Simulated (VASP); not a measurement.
# Rb (Im-3m) in VASP: further runs, part 2 of 2

VASP 6.6.1.

**4. Density of states, BLYP+D3**

File POSCAR:

```
Rb
1.0
   -2.8025000000      2.8025000000      2.8025000000
    2.8025000000     -2.8025000000      2.8025000000
    2.8025000000      2.8025000000     -2.8025000000
Rb
1
Direct
    0.0000000000      0.0000000000      0.0000000000
```

File INCAR.step1:

```
SYSTEM = Rb
AGGAC = 1.0 ; AGGAX = 1.0
ALDAC = 0.0 ; ALDAX = 1.0
ALGO = Normal ; EDIFF = 1E-6
ENCUT = 520 ; GGA = B5
ISIF = 2 ; ISMEAR = 1
IVDW = 11 ; LASPH = .TRUE.
LCHARG = .TRUE. ; LREAL = .FALSE.
LWAVE = .FALSE. ; NELM = 60
PREC = Accurate ; SIGMA = 0.2
VDW_S6 = 1.0 ; VDW_S8 = 1.682
VDW_SR = 1.094 ; VDW_SR8 = 1.0
```

File KPOINTS.step1:

```
k-points
0
G
  7 7 7
  0 0 0
```

File INCAR.step2:

```
SYSTEM = Rb
AGGAC = 1.0 ; AGGAX = 1.0
ALDAC = 0.0 ; ALDAX = 1.0
ALGO = Normal ; EDIFF = 1E-6
ENCUT = 520 ; GGA = B5
ICHARG = 11 ; ISIF = 2
ISMEAR = -5 ; IVDW = 11
LASPH = .TRUE. ; LCHARG = .FALSE.
LORBIT = 11 ; LREAL = .FALSE.
LWAVE = .FALSE. ; NEDOS = 2001
NELM = 60 ; PREC = Accurate
SIGMA = 0.2 ; VDW_S6 = 1.0
VDW_S8 = 1.682 ; VDW_SR = 1.094
VDW_SR8 = 1.0
```

File KPOINTS.step2:

```
k-points
0
G
  11 11 11
  0 0 0
```

Potentials or basis: VASP PAW PBE potentials, release 54 (Rb_sv).

Launch:

```console
cat potpaw_PBE.54/Rb_sv/POTCAR > POTCAR
cp INCAR.step1 INCAR
cp KPOINTS.step1 KPOINTS
mpirun -np 1 vasp_std > vasp.out
cp INCAR.step2 INCAR
cp KPOINTS.step2 KPOINTS
mpirun -np 1 vasp_std > vasp.out
```

It took 24 s on 1 thread of Intel Xeon 6975P-C (Granite Rapids), shared host; peak memory 0.21 GiB.

It converged, with:

* Valence electrons inside the program's atomic spheres: Rb 7.32
* Dispersion energy per atom: -0.283 eV

Levels at points of the mesh, in eV from the Fermi level:
```tsv
k point	band 1	band 2	band 3	band 4	band 5	band 6	band 7	band 8
(0.00, 0.00, 0.00)	-29.03	-13.12	-13.12	-13.12	-2.04	3.46	3.46	3.46
```

States per cell in windows of 0.5 eV (zero at the Fermi level; states under -8 eV left out):
```tsv
from (eV)	total	Rb1_d	Rb1_p	Rb1_s
-8.0	0.00	0.00	0.00	0.00
-7.5	0.00	0.00	0.00	0.00
-7.0	0.00	0.00	0.00	0.00
-6.5	0.00	0.00	0.00	0.00
-6.0	0.00	0.00	0.00	0.00
-5.5	0.00	0.00	0.00	0.00
-5.0	0.00	0.00	0.00	0.00
-4.5	0.00	0.00	0.00	0.00
-4.0	0.00	0.00	0.00	0.00
-3.5	0.00	0.00	0.00	0.00
-3.0	0.00	0.00	0.00	0.00
-2.5	0.00	0.00	0.00	0.00
-2.0	0.10	0.00	0.00	0.01
-1.5	0.21	0.00	0.00	0.01
-1.0	0.28	0.00	0.01	0.01
-0.5	0.42	0.01	0.01	0.02
0.0	0.54	0.01	0.01	0.02
0.5	0.40	0.02	0.01	0.01
1.0	1.12	0.07	0.04	0.00
1.5	0.83	0.08	0.02	0.00
2.0	1.14	0.16	0.02	0.01
2.5	0.85	0.14	0.01	0.01
3.0	0.76	0.12	0.01	0.01
3.5	1.04	0.20	0.01	0.03
4.0	0.31	0.07	0.01	0.01
4.5	0.00	0.00	0.00	0.00
5.0	0.00	0.00	0.00	0.00
5.5	0.00	0.00	0.00	0.00
```

Caveat: the PAW data sets were made with another functional, which shifts forces and pressure a little; pairwise dispersion overbinds metals, which lowers pressure and volume; tetrahedron occupations give inexact forces and stress in metals.

**5. Phonons, r2SCAN+D3(BJ)**

POSCAR is that of step 4.

File INCAR.step1:

```
PREC     = Accurate       # precision mode
ENCUT    = 580            # plane-wave cutoff, eV
EDIFF    = 1E-8           # SCF threshold, eV
ISMEAR   = 1              # smearing method
SIGMA    = 0.2            # smearing width, eV
LREAL    = False          # projectors in reciprocal space
LASPH    = True           # aspherical terms in the spheres
NELM     = 100            # most SCF steps
ALGO     = Normal         # electronic algorithm
ISIF     = 3              # what is computed and relaxed
LWAVE    = False          # write WAVECAR
LCHARG   = False          # write CHGCAR
METAGGA  = R2SCAN         # meta-GGA
LMIXTAU  = True         
IVDW     = 12             # dispersion correction
VDW_S6   = 1.0          
VDW_S8   = 0.78981345   
VDW_A1   = 0.49484001   
VDW_A2   = 5.73083694   
IBRION   = 2              # ionic algorithm
NSW      = 40             # ionic steps
EDIFFG   = -0.002         # ionic threshold
```

File INCAR.step2:

```
PREC     = Accurate       # precision mode
ENCUT    = 580            # plane-wave cutoff, eV
EDIFF    = 1E-8           # SCF threshold, eV
ISMEAR   = 1              # smearing method
SIGMA    = 0.2            # smearing width, eV
LREAL    = False          # projectors in reciprocal space
LASPH    = True           # aspherical terms in the spheres
NELM     = 100            # most SCF steps
ALGO     = Normal         # electronic algorithm
ISIF     = 2              # what is computed and relaxed
LWAVE    = False          # write WAVECAR
LCHARG   = False          # write CHGCAR
METAGGA  = R2SCAN         # meta-GGA
LMIXTAU  = True         
IVDW     = 12             # dispersion correction
VDW_S6   = 1.0          
VDW_S8   = 0.78981345   
VDW_A1   = 0.49484001   
VDW_A2   = 5.73083694   
IBRION   = 6              # ionic algorithm
NFREE    = 2            
POTIM    = 0.015          # step
NSW      = 1              # ionic steps
```

File KPOINTS:

```
regular mesh
0
Gamma
  5 5 5
```

Potentials or basis: VASP PAW PBE potentials, release 64 (Rb_pv).

Launch:

```console
cat potpaw_PBE.64/Rb_pv/POTCAR > POTCAR
cp INCAR.step1 INCAR
mpirun -np 1 vasp_std > vasp.out
cp CONTCAR POSCAR
cp INCAR.step2 INCAR
mpirun -np 1 vasp_std > vasp.out
```

OUTCAR:

```text
PREC = Accurate
   ENCUT = 580
   EDIFF = 1E-8
   ISMEAR = 1
   LREAL = False
   LASPH = True
   NELM = 100
   ISIF = 2
   METAGGA = R2SCAN
   IVDW = 12
   IBRION = 6
   NFREE = 2
   POTIM = 0.015
   NSW = 1
 IVDW          = 12

 ion  position               nearest neighbor table
   1  0.000  0.000  0.000-

  LATTYP: Found a body centered cubic cell.
 ALAT       =     5.6834377413

  Lattice vectors:

 A1 = (  -2.8417188706,   2.8417188706,   2.8417188706)
 A2 = (   2.8417188706,  -2.8417188706,   2.8417188706)
 A3 = (   2.8417188706,   2.8417188706,  -2.8417188706)

Analysis of symmetry for initial positions (statically):
=====================================================================
 Subroutine PRICEL returns:
 Original cell was already a primitive cell.

 Routine SETGRP: Setting up the symmetry group for a
 body centered cubic supercell.

 Subroutine GETGRP returns: Found 48 space group operations
 (whereof 48 operations were pure point group operations)
 out of a pool of 48 trial point group operations.

The static configuration has the point symmetry O_h .

Analysis of symmetry for dynamics (positions and initial velocities):
=====================================================================
 Subroutine PRICEL returns:
 Original cell was already a primitive cell.

 Routine SETGRP: Setting up the symmetry group for a
 body centered cubic supercell.

 Subroutine GETGRP returns: Found 48 space group operations
 (whereof 48 operations were pure point group operations)
 out of a pool of 48 trial point group operations.

[... 117 lines left out ...]
  energy-cutoff  :      580.00
  volume of cell :       91.79
 maximum number of plane-waves:      2925
   NGX = 19   NGY = 19   NGZ = 19

--------------------------------------- Ionic step        1  -------------------------------------------

 number of electron       7.0000000 magnetization

 Free energy of the ion-electron system (eV)
  ---------------------------------------------------
  ext. energy  EPLUGINS =         0.00000000
  ---------------------------------------------------
  free energy    TOTEN  =       -13.90090275 eV

  energy without entropy =      -13.89348357  energy(sigma->0) =      -13.89842969

------------------------ aborting loop because EDIFF is reached ----------------------------------------

 Edisp (eV)   -0.04649

 E8    (eV) :    -0.0219
[... 69 lines left out ...]
--------------------------------------- Ionic step        3  -------------------------------------------

 number of electron       7.0000000 magnetization

 Free energy of the ion-electron system (eV)
  ---------------------------------------------------
  ext. energy  EPLUGINS =         0.00000000
  ---------------------------------------------------
  free energy    TOTEN  =       -13.90090191 eV

  energy without entropy =      -13.89348275  energy(sigma->0) =      -13.89842886

 E-fermi :  -1.0062     XC(G=0):  -5.7001

 val. band max:       -1.3492070286   @ k =   0.4000   0.0000   0.0000
 cond. band min:      -0.9586275633   @ k =  -0.4000   0.4000   0.2000
 fundamental gap:      0.3905794654
 Fermi energy:        -1.0061760849

 k-point     1 :       0.0000    0.0000    0.0000
  band No.  band energies     occupation
      1     -14.6166      2.00000
      2     -14.6166      2.00000
      3     -14.6166      2.00000
      4      -3.1270      2.00000
      5       3.0827      0.00000
      6       3.0827      0.00000
      7       3.0827      0.00000
[... 120 lines left out ...]
  FREE ENERGIE OF THE ION-ELECTRON SYSTEM (eV)
  ---------------------------------------------------
  free  energy   TOTEN  =       -13.9473907905 eV

  energy  without entropy=      -13.9399716299  energy(sigma->0) =      -13.94491774

 INTERNAL STRAIN TENSORS FROM DISPLACED ATOMS
 ============================================

 INTERNAL STRAIN TENSOR FOR ION    1 for displacements in x,y,z  (eV/Angst):
          X           Y           Z          XY          YZ          ZX
  --------------------------------------------------------------------------------
  x     0.00000     0.00000     0.00000     0.00000     0.00000     0.00000
  y     0.00000     0.00000     0.00000     0.00000     0.00000     0.00000
  z     0.00000     0.00000     0.00000     0.00000     0.00000     0.00000

 Eigenvectors and eigenvalues of the dynamical matrix
 ----------------------------------------------------

   1 f  =    0.000000 THz     0.000000 2PiTHz    0.000000 cm-1     0.000000 meV
             X         Y         Z           dx          dy          dz
      0.000000  0.000000  0.000000     0.707107   -0.707107    0.000000

   2 f  =    0.000000 THz     0.000000 2PiTHz    0.000000 cm-1     0.000000 meV
             X         Y         Z           dx          dy          dz
      0.000000  0.000000  0.000000    -0.707107   -0.707107    0.000000

   3 f  =    0.000000 THz     0.000000 2PiTHz    0.000000 cm-1     0.000000 meV
             X         Y         Z           dx          dy          dz
      0.000000  0.000000  0.000000     0.000000    0.000000    1.000000

 ELASTIC MODULI CONTR FROM IONIC RELAXATION (kBar)
 Direction    XX          YY          ZZ          XY          YZ          ZX
 --------------------------------------------------------------------------------
 XX           0.0000      0.0000      0.0000      0.0000      0.0000      0.0000
 YY           0.0000      0.0000      0.0000      0.0000      0.0000      0.0000
 ZZ           0.0000      0.0000      0.0000      0.0000      0.0000      0.0000
 XY           0.0000      0.0000      0.0000      0.0000      0.0000      0.0000
 YZ           0.0000      0.0000      0.0000      0.0000      0.0000      0.0000
 ZX           0.0000      0.0000      0.0000      0.0000      0.0000      0.0000
 --------------------------------------------------------------------------------
```

It took 5.8 min on 1 thread of Intel Xeon Platinum 8488C (Sapphire Rapids), shared host; peak memory 0.28 GiB.

What came out:

```
Relaxed volume                         : 91.79 Å³/atom
Relaxed cell                           : a = 4.922 Å, b = 4.922 Å, c = 4.922 Å, α = 109.47°, β = 109.47°, γ = 109.47°
Space group after relaxing (to 0.05 Å) : Im-3m (No. 229)
Dispersion energy per atom             : -0.046 eV
```

The path:
```tsv
step	energy change (eV)	largest force (eV/Å)	pressure (GPa)	volume (Å³)
1	0.0000	0.0000	0.12	88.04
2	-0.0006	0.0000	0.09	88.89
3	-0.0015	0.0000	0.01	91.44
4	-0.0015	0.0000	0.00	91.79
```

Final structure:
```
CELL_PARAMETERS angstrom
-2.84172 2.84172 2.84172
2.84172 -2.84172 2.84172
2.84172 2.84172 -2.84172
ATOMIC_POSITIONS crystal
Rb 0.00000 0.00000 0.00000
```

Caveat: the PAW data sets were made with another functional, which shifts forces and pressure a little.

**6. For comparison**

An earlier run on the cell as given: functional PBE; potentials or basis VASP PAW PBE potentials, release 64 (Rb_sv); cutoff 520 eV; k mesh 7 × 7 × 7; occupations fermi-dirac, width 0.05 eV; no spin polarisation.

- Pressure: 0.1 GPa
- Band gap on the k mesh: none (metal or under the smearing width)
